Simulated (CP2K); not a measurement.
InP:

```xyz
2
Lattice="4.1444 0.0000 0.0000 2.0722 3.5891 0.0000 2.0722 1.1964 3.3838" Properties=species:S:1:pos:R:3 pbc="T T T"
In    0.0000    0.0000    0.0000
P     6.2165    3.5891    2.5379
```

Base run:

- Program: CP2K 2026.2
- Functional: PBE
- Potentials or basis: POTENTIAL_UZH In GTH-PBE-q13, P GTH-PBE-q5; TZVP-MOLOPT-PBE-GTH basis
- Density cutoff: 6123 eV
- k mesh: 8 × 8 × 8
- Occupations: fermi-dirac, width 0.05 eV
- Spin: no spin polarisation

Its results: band gap on the k mesh 0.69 eV, direct; pressure 3.9 GPa.

Task: After a change of settings the same cell gave: band gap on the k mesh 0.69 eV, direct; pressure 1.8 GPa. Which change was it?
A. dispersion from none to rVV10
B. dispersion from none to D2
C. dispersion from none to D3(BJ)+ATM

Result: C.

Dispersion adds attraction, which lowers the pressure at fixed volume and, as a term added to the energy, leaves the levels alone.

Caveats: spin-orbit coupling is left out, which moves the levels of the heavy elements; the basis of atomic orbitals isn't converged, which shifts pressures, moduli and gaps.
